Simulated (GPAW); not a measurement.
The system is C.

```xyz
8
Lattice="2.5221 0.0000 0.0000 -1.2611 2.1842 0.0000 0.0000 0.0000 8.2371" Properties=species:S:1:pos:R:3 pbc="T T T"
C     1.2611    0.7281    6.9501
C     0.0000    1.4561    2.8315
C     1.2611    0.7281    5.4056
C     0.0000    1.4561    1.2870
C     0.0000    0.0000    7.4649
C     0.0000    0.0000    3.3463
C     0.0000    0.0000    4.8908
C     0.0000    0.0000    0.7722
```

This is a hexagonal form of diamond, not graphite.

Base run:

```yaml
Program: GPAW 26.7.0
Functional: revPBE
Potentials_or_basis: the program's PAW data sets (release 1.2.1) made for this functional
Cutoff: 800 eV
Basis: pw
k_mesh: 7 × 7 × 2
Occupations: fermi-dirac, width 0.05 eV
Spin: no spin polarisation
```

Its results: band gap on the k mesh 4.41 eV, indirect (least direct gap 5.19 eV); pressure 6.6 GPa; largest force 0.326 eV/Å.

Q: The run is repeated on the same cell with these changes: functional from revPBE to PBEint; potentials or basis from the program's PAW data sets (release 1.2.1) made for this functional to PAW data sets generated in the run's folder for this functional. What comes out?

A: Band gap on the k mesh 4.24 eV, indirect (least direct gap 5.12 eV); pressure -1.8 GPa; largest force 0.331 eV/Å.
